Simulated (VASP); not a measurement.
Shape and ions are relaxed at each volume.

InN is taken in the hexagonal space group P6₃mc (No. 186), the wurtzite structure, Pearson symbol hP4. Lattice parameters: a = b = 3.5082 Å, c = 5.6681 Å, α = β = 90.00°, γ = 120.00°. In on 2b is surrounded by 4 N at 2.139–2.148 Å (tetrahedral). N on 2b sees 4 In at 2.139–2.148 Å (tetrahedral). (Neighbours: up to the widest gap in distance over summed covalent radii, below 1.35, at either atom; cation-cation and far metal-metal contacts left out.)

Calculation: LDA (Ceperley-Alder, Perdew-Zunger), VASP's LDA PAW potentials (set 64) (plane waves; VASP). Settings: 520 eV cut-off, 10×10×6 Γ-centred mesh, first-order Methfessel-Paxton smearing of 0.10 eV, potentials In_d N.

Q: Give the energy at these volumes per atom, relative to the lowest: 14.20, 14.65, 15.10, 15.56, 16.01 Å³.

A: 27.6, 6.5, 0.0, 5.8, 22.1 meV/atom. A third-order Birch-Murnaghan fit gives B0 = 145 GPa and B0′ = 4.6.

Measured: bulk modulus 126 GPa (computed value off by +15.8 %), as given by Phys. Rev. B 49, 14 (GaN and InN under pressure), abstract. The calculation is for a static lattice, while the measured bulk modulus holds thermal and zero-point effects, which are part of the difference.

The compound is InN in the wurtzite structure. It was relaxed first.
